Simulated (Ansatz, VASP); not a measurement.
Given: the input of a run of VASP 6.6.1 on Ru.

Contents of INCAR:

```
SYSTEM = Ru
ALGO     = Normal         ! electronic algorithm
EDIFF    = 1E-6           ! SCF threshold, eV
ENCUT    = 520            ! plane-wave cutoff, eV
GGA      = PS             ! functional
ISIF     = 2              ! what is computed and relaxed
ISMEAR   = -1             ! smearing method
LASPH    = .True.         ! aspherical terms in the spheres
LCHARG   = .False.        ! write CHGCAR
LREAL    = .False.        ! projectors in reciprocal space
LWAVE    = .False.        ! write WAVECAR
NBANDS   = 21             ! bands
NELM     = 60             ! most SCF steps
PREC     = Accurate       ! precision mode
SIGMA    = 0.05           ! smearing width, eV
```

The input KPOINTS:

```
k-points
0
Gamma
  11 11 6
  0 0 0
```

POSCAR

```
Ru
1.0
    2.7058000000      0.0000000000      0.0000000000
   -1.3529000000      2.3432915376      0.0000000000
    0.0000000000      0.0000000000      4.2819000000
Ru
2
Direct
    0.6666666667      0.3333333333      0.7500000000
    0.3333333333      0.6666666667      0.2500000000
```

Potentials or basis: VASP PAW PBE potentials, release 64 (Ru_pv).

The run is started by

```bash
$ cat potpaw_PBE.64/Ru_pv/POTCAR > POTCAR
$ mpirun -np 1 vasp_std > vasp.out
```

Task: Set up the same calculation for Ansatz 0.2.0. Potentials there: all-electron LAPW, scalar-relativistic.

Result: As run (the cutoff follows the program's own potentials):

File input.yaml:

```yaml
crystal:
  lattice:
    - [2.7058, 0.0, 0.0]
    - [-1.3529, 2.3432915376, 0.0]
    - [0.0, 0.0, 4.2819]
  atoms:
    - { symbol: Ru, position: [0.6666666667, 0.3333333333, 0.75] }
    - { symbol: Ru, position: [0.3333333333, 0.6666666667, 0.25] }
kpoints:
  mp_grid: { grid: [11, 11, 6] }
scf:
  occupations: { method: fermi_dirac, width: 0.05 }
hamiltonian:
  xc: pbesol
  pseudopotentials: { kind: all_electron, lapw: { basis_error: 0.001 } }
output:
  forces: true
  stress: true
  eigenvalues: true
```

Potentials or basis: all-electron LAPW, scalar-relativistic.

Launch:

```sh
$ ansatz run input.yaml --threads 1 --pin off --max-ram 3072MiB --backend cpu --events-out ev --progress --plain --runs-dir out
```

Both were run:

|  | VASP | Ansatz | Ansatz less VASP |
| --- | --- | --- | --- |
| gap on the k mesh at the Fermi level (eV) | none | none | - |
| pressure (GPa) | -6.3 | -6.2 | +0.03 |
| largest component of the traceless stress (GPa) | 0.35 | 0.37 | +0.017 |

A gap of «none» marks a metal or a gap that the smearing closes. Ansatz ran all-electron here, so the differences hold the error of VASP's frozen core and of both bases.

Caveats: the PAW data sets were made with another functional, which shifts forces and pressure a little (VASP).
